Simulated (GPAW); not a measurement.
# BaTiO3 (P4mm) in GPAW: settings compared

The runs below take BaTiO3 through band structure, dielectric tensor, with LDA, PBE, GLLB-SC.

Everything below comes from runs of GPAW 26.7.0. Logs are shortened: lines on timing, memory, paths and dates and some standing lists are left out, and cuts for length are marked. The log counts tension as positive stress, the text compression.

**1. Starting point**

The structure is tetragonal, space group P4mm (No. 99). The conventional cell has a = 4.000 Å, b = 4.000 Å, c = 4.018 Å, α = 90.00°, β = 90.00°, γ = 90.00°. Around Ba (site symmetry 4mm) lie 12 O at 2.79 to 2.88 Å. Ti (site symmetry 4mm) is surrounded by 6 O at 1.89 to 2.13 Å. Around O (site symmetry 2mm) lie 2 Ti at 2.00 Å. Around O (site symmetry 4mm) lie 2 Ti at 1.89 to 2.13 Å.

**2. Band structure, LDA**

Input file run.py:

```python
from ase import Atoms
from ase.dft.bandgap import bandgap
from ase.io import write
from ase.units import GPa
from gpaw import GPAW, PW

atoms = Atoms(['Ba', 'Ti', 'O', 'O', 'O'],
              cell=[[3.9998, 0.0, 0.0],
                    [0.0, 3.9998, 0.0],
                    [0.0, 0.0, 4.018]],
              scaled_positions=[[0.0, 0.0, 0.0],
                                [0.5, 0.5, 0.49],
                                [0.0, 0.5, 0.517],
                                [0.5, 0.0, 0.517],
                                [0.5, 0.5, 0.019]],
              pbc=True)

calc = GPAW(mode=PW(800),
            xc='LDA',
            kpts={'size': (5, 5, 5), 'gamma': True},
            occupations={'name': 'fermi-dirac', 'width': 0.05},
            nbands=36,
            convergence={'density': 1e-05, 'energy': 1e-05},
            maxiter=150,
            txt='gpaw.txt')
atoms.calc = calc
energy = atoms.get_potential_energy()
forces = atoms.get_forces()
stress = atoms.get_stress()
calc.write('gs.gpw')
write('result.traj', atoms)
print(f'Energy: {energy:.6f} eV')
print('Forces (eV/A):')
print(forces.round(4))
print('Stress (GPa):', (stress / GPa).round(3))
print('Fermi level:', round(calc.get_fermi_level(), 4), 'eV')
print(f'Gap: {bandgap(calc)[0]:.4f} eV, direct: {bandgap(calc, direct=True)[0]:.4f} eV')

path = atoms.cell.bandpath('GXMGZRAZ,XR,MA', npoints=60, eps=1e-4)
bs_calc = calc.fixed_density(kpts=path, symmetry='off', nbands=53,
                             convergence={'bands': 'CBM+6.0', 'eigenstates': 1e-6}, txt='bands.txt')
bs = bs_calc.band_structure()
bs.write('bs.json')
print(f'Gap on the path: {bandgap(bs_calc)[0]:.4f} eV')
```

Potentials or basis: the program's PAW data sets (release 1.2.1) made for this functional, pw.

Launch:

```console
$ OMP_NUM_THREADS=1 python run.py
```

gpaw.txt:

```text
__  _  _
 | _ |_)|_||  |
 |__||  | ||/\| - 26.7.0

Input parameters:
  mode=PW(ecut=800.0),
  convergence={'density': 1e-05, 'energy': 1e-05},
  kpts=MonkhorstPack(size=(5, 5, 5), gamma=True),
  maxiter=150,
  nbands=36,
  occupations=Occupations(name='fermi-dirac', width=0.05),
  xc=XC(name='LDA')

Diagonalizing LCAO Hamiltonian
Converting LCAO to pw mode
   .---------.
  /|         |
 * |         |
 |O|         |
 | |  OTi    |
 | .---------.
 |/    O    /
 Ba--------*

Atoms  # Å, Bohr magnetons
|   | symbol |        x |        y |        z |    initial magnetic moments |
|---|--------|----------|----------|----------|-----------------------------|
| 0 |     Ba | 0.000000 | 0.000000 | 0.000000 | ( 0.0000,  0.0000,  0.0000) |
| 1 |     Ti | 1.999900 | 1.999900 | 1.968820 | ( 0.0000,  0.0000,  0.0000) |
| 2 |      O | 0.000000 | 1.999900 | 2.077306 | ( 0.0000,  0.0000,  0.0000) |
| 3 |      O | 1.999900 | 0.000000 | 2.077306 | ( 0.0000,  0.0000,  0.0000) |
| 4 |      O | 1.999900 | 1.999900 | 0.076342 | ( 0.0000,  0.0000,  0.0000) |

Unit cell  # Å
| periodic |        x |        y |        z |  lengths |    angles |
|----------|----------|----------|----------|----------|-----------|
|      yes | 3.999800 | 0.000000 | 0.000000 | 3.999800 | 90.000000 |
|      yes | 0.000000 | 3.999800 | 0.000000 | 3.999800 | 90.000000 |
|      yes | 0.000000 | 0.000000 | 4.018000 | 4.018000 | 90.000000 |

Number of symmetries: 8
Symmetry operations  # r_c * U_cc + t_c -> r_c
|   | kind |            matrix            |
|---|------|------------------------------|
| 0 |  E   |  1, 0, 0,  0, 1, 0,  0, 0, 1 |
| 1 |  σ   |  1, 0, 0,  0,-1, 0,  0, 0, 1 |
| 2 |  σ   |  0, 1, 0,  1, 0, 0,  0, 0, 1 |
| 3 |  C4  |  0, 1, 0, -1, 0, 0,  0, 0, 1 |
| 4 |  C4  |  0,-1, 0,  1, 0, 0,  0, 0, 1 |
| 5 |  σ   |  0,-1, 0, -1, 0, 0,  0, 0, 1 |
| 6 |  σ   | -1, 0, 0,  0, 1, 0,  0, 0, 1 |
| 7 |  C2  | -1, 0, 0,  0,-1, 0,  0, 0, 1 |

BZ-sampling:
  Number of BZ points: 125
  Number of IBZ points: 18

  Monkhorst-Pack size: [5, 5, 5]
  Monkhorst-Pack shift: [0, 0, 0]

K-points  # in reciprocal-cell coordinates
|     |                                coordinates |     weight |
|-----|--------------------------------------------|------------|
|   0 | (  0.00000000,   0.00000000,   0.00000000) | 0.00800000 |
|   1 | (  0.00000000,   0.00000000,   0.20000000) | 0.01600000 |
|   2 | (  0.00000000,   0.00000000,   0.40000000) | 0.01600000 |
|   3 | (  0.20000000,   0.00000000,   0.00000000) | 0.03200000 |
|   4 | (  0.20000000,   0.00000000,   0.20000000) | 0.06400000 |
|   5 | (  0.20000000,   0.00000000,   0.40000000) | 0.06400000 |
|   6 | (  0.20000000,   0.20000000,   0.00000000) | 0.03200000 |
|   7 | (  0.20000000,   0.20000000,   0.20000000) | 0.06400000 |
|   8 | (  0.20000000,   0.20000000,   0.40000000) | 0.06400000 |
|   9 | (  0.40000000,   0.00000000,   0.00000000) | 0.03200000 |
| ... |                                            |            |
|  17 | (  0.40000000,   0.40000000,   0.40000000) | 0.06400000 |

Plane wave coefficients: 3317
Cutoff: 800.0 eV

Spin-components: 1 (collinear spins)
Bands:           36
Projectors:      27
Spin-degeneracy: 2
Datatype:        complex128

Parallelization:
  kpt:    1
  domain: 1
  band:   1

Density:
  Valence electrons: 40.0
  Components: 1
  Grid points: [27 27 27]
  Charge: 0.0  # |e|

Potential:
  Grid points: [27 27 27]

species:
  Ba:
    name:    Barium
    Z:       56.0
    valence: 10
    core:    46
    charge:  0.0  # [|e|]
    compensation charges:
      type: gauss
      rc: 0.37  # [Å]
      lmax: 2
    cutoffs:
      filter: 2.06  # [Å]
      core: 2.33  # [Å]
    projectors
    | kind |    occ | energy [eV] | rcut [Å] |
    |------|--------|-------------|----------|
    |   5s |  2.000 |     -33.774 |    1.164 |
    |   6s |  2.000 |      -3.346 |    1.164 |
    |   5p |  6.000 |     -18.813 |    1.164 |
    |    p |        |       0.000 |    1.164 |
    |    d |        |       0.000 |    1.164 |
    |    d |        |      27.211 |    1.164 |

    Using partial waves for Ba as LCAO basis

  Ti:
    name:    Titanium
    Z:       22.0
    valence: 12
    core:    10
    charge:  0.0  # [|e|]
    compensation charges:
      type: gauss
      rc: 0.38  # [Å]
      lmax: 2
    cutoffs:
      filter: 2.23  # [Å]
      core: 1.02  # [Å]
    projectors
    | kind |    occ | energy [eV] | rcut [Å] |
    |------|--------|-------------|----------|
    |   3s |  2.000 |     -62.257 |    1.270 |
    |   4s |  2.000 |      -4.593 |    1.270 |
    |   3p |  6.000 |     -38.791 |    1.058 |
    |   4p |  0.000 |      -1.536 |    1.058 |
    |   3d |  2.000 |      -4.463 |    1.058 |
    |    d |        |      22.748 |    1.058 |

    Using partial waves for Ti as LCAO basis

  O:
    name:    Oxygen
    Z:       8.0
    valence: 6
    core:    2
    charge:  0.0  # [|e|]
    compensation charges:
      type: gauss
      rc: 0.21  # [Å]
      lmax: 2
    cutoffs:
      filter: 1.17  # [Å]
      core: 0.83  # [Å]
    projectors
    | kind |    occ | energy [eV] | rcut [Å] |
    |------|--------|-------------|----------|
    |   2s |  2.000 |     -23.752 |    0.688 |
    |   2p |  4.000 |      -9.195 |    0.598 |
    |    s |        |       3.459 |    0.688 |
    |    p |        |      18.016 |    0.598 |
    |    d |        |       0.000 |    0.619 |

    Using partial waves for O as LCAO basis

Reference energy: -250365.446817  # eV

eigensolver:
  PPCG
  Converge bands: occupied
  niter=2

density mixing:
  MSR1-Mixer
  Pratt-step length: 0.05
  Maximum mixing coefficient: 0.75
  Old densities: 10
  SVD Regularization: 0.005
  Good broyden scale: 1.0
  Trust region scale: 1.0
  Backstep threshold: 4.0
  History deletion threshold: 6.0
  Fourier metric: weight=20.0, sigma=0.015

occupation numbers:
  Fermi-Dirac:
    width: 0.0500  # eV

poisson solver:
  ecut: 6400.0  # eV

xc functional:
  name: None

convergence criteria:
- Maximum integral of absolute [dens]ity change: 1e-05 electrons / valence electron
- Maximum [total energy] change in last 3 cyles: 1e-05 eV / valence electron
- Maximum integral of absolute [eigenst]ate change: 4e-08 eV^2 / valence electron
maximum number of iterations: 150

SCF iterations
|iter     | |      energy | eigst |  dens |
|---------|-|-------------|-------|-------|
|iter:   1| |  -48.975264 | +0.26 |       |
|iter:   2| |  -47.319105 | -1.46 | -0.88 |
|iter:   3| |  -44.046117 | -0.92 | -0.95 |
|iter:   4| |  -43.843728 | -2.20 | -1.46 |
|iter:   5| |  -43.793724 | -2.90 | -1.64 |
|iter:   6| |  -43.789456 | -3.69 | -1.99 |
|iter:   7| |  -43.789392 | -4.61 | -2.79 |
|iter:   8| |  -43.789290c| -5.32 | -3.08 |
|iter:   9| |  -43.789287c| -6.47 | -3.62 |
|iter:  10| |  -43.789287c| -7.81c| -4.15 |
|iter:  11| |  -43.789287c| -8.53c| -5.10c|

Converged in 11 steps
Energy contributions relative to reference atoms: (reference = -250365.446817)

Energy contributions:
  Kinetic:          38.164459
  Coulomb:         -41.738917
  Zero:              0.758750
  External:          0.000000
  Xc:              -40.973579
  Entropy:          -0.000000
  Spinorbit:         0.000000
  ----------------------------
  Free energy:     -43.789287
  Extrapolated:    -43.789287

dipole moment: (-35.331156, -35.331156, -33.809098)  # |e|*Ang

Fermi level: 8.133
Eigenvalues  # (at kpt = [0.000, 0.000, 0.000])
| band index |      eig [eV] | occ [0-2] |
|------------|---------------|-----------|
|          0 |       -48.605 |     2.000 |
|        ... |               |           |
|         12 |         4.963 |     2.000 |
|         13 |         4.963 |     2.000 |
|         14 |         6.042 |     2.000 |
|         15 |         6.042 |     2.000 |
|         16 |         6.134 |     2.000 |
|         17 |         7.007 |     2.000 |
|         18 |         7.014 |     2.000 |
|         19 |         7.014 |     2.000 |
|         20 |         9.017 |     0.000 |
|         21 |         9.237 |     0.000 |
|         22 |         9.237 |     0.000 |
|         23 |        11.339 |     0.000 |
|         24 |        11.426 |     0.000 |
|         25 |        12.167 |     0.000 |
|         26 |        12.234 |     0.000 |
|         27 |        14.427 |     0.000 |
|        ... |               |           |
|         35 |        26.984 |     0.000 |

Gap: 1.883 eV
Transition (v -> c):
  (s=0, k=17, n=19, [0.40, 0.40, 0.40]) -> (s=0, k=0, n=20, [0.00, 0.00, 0.00])
Direct/indirect transitions are different
Direct gap: 2.002 eV
Transition at: (s=0, k=0, n=19, [0.00, 0.00, 0.00])

Forces  # eV/Ang
|       x |       y |        z |
|---------|---------|----------|
| 0.00000 | 0.00000 |  0.02308 |  # Ba   0
| 0.00000 | 0.00000 | -0.19637 |  # Ti   1
| 0.00000 | 0.00000 | -0.11029 |  # O    2
| 0.00000 | 0.00000 | -0.11029 |  # O    3
| 0.00000 | 0.00000 |  0.39375 |  # O    4

Stress tensor  # eV/Ang^3
|        x |        y |        z |
|----------|----------|----------|
| 0.046742 | 0.000000 | 0.000000 |
| 0.000000 | 0.046742 | 0.000000 |
| 0.000000 | 0.000000 | 0.041040 |

# Writing to gs.gpw (mode='')
```

Run time: 5.5 min. Hardware: 1 thread of Intel Xeon at 2.50GHz (Skylake/Cascade Lake), shared host; peak memory 0.49 GiB.

What came out:

* Free energy: -43.7893 eV
* Pressure: -7.2 GPa
* Largest force: 0.394 eV/Å
* Band gap on the k mesh: 1.88 eV, indirect (least direct gap 2.00 eV)
* Band gap along the path: 1.72 eV, indirect (least direct gap 2.00 eV)

Forces on the atoms (eV/Å):
```
Ba   0.000  0.000  0.023
Ti   0.000  0.000 -0.196
O    0.000  0.000 -0.110
O    0.000  0.000 -0.110
O    0.000  0.000  0.394
```

Levels at the corners of the path, in eV from the valence-band top:
```csv
point,band 16,band 17,band 18,band 19,band 20,band 21,band 22,band 23,band 24,band 25
Γ,-1.25,-1.16,-0.29,-0.28,-0.28,1.72,1.94,1.94,4.04,4.13
X,-1.98,-1.86,-1.76,-0.94,-0.83,2.08,3.49,3.53,4.10,5.92
M,-2.76,-1.77,-0.97,-0.97,-0.08,3.54,3.54,3.93,4.75,7.69
Γ,-1.25,-1.16,-0.29,-0.28,-0.28,1.72,1.94,1.94,4.04,4.13
Z,-1.98,-1.97,-1.97,-0.70,-0.70,1.88,3.55,3.55,4.04,6.06
R,-2.72,-1.73,-0.90,-0.88,-0.16,3.51,3.56,3.92,4.88,7.66
A,-2.44,-2.42,-0.08,-0.08,0.00,4.18,4.18,4.18,6.51,6.67
Z,-1.98,-1.97,-1.97,-0.70,-0.70,1.88,3.55,3.55,4.04,6.06
X,-1.98,-1.86,-1.76,-0.94,-0.83,2.08,3.49,3.53,4.10,5.92
R,-2.72,-1.73,-0.90,-0.88,-0.16,3.51,3.56,3.92,4.88,7.66
M,-2.76,-1.77,-0.97,-0.97,-0.08,3.54,3.54,3.93,4.75,7.69
A,-2.44,-2.42,-0.08,-0.08,0.00,4.18,4.18,4.18,6.51,6.67
```

Caveat: spin-orbit coupling is left out, which moves the levels of the heavy elements; the mesh misses the band edges, which the band path finds closer together.

(Continued in part 2 of 3.)
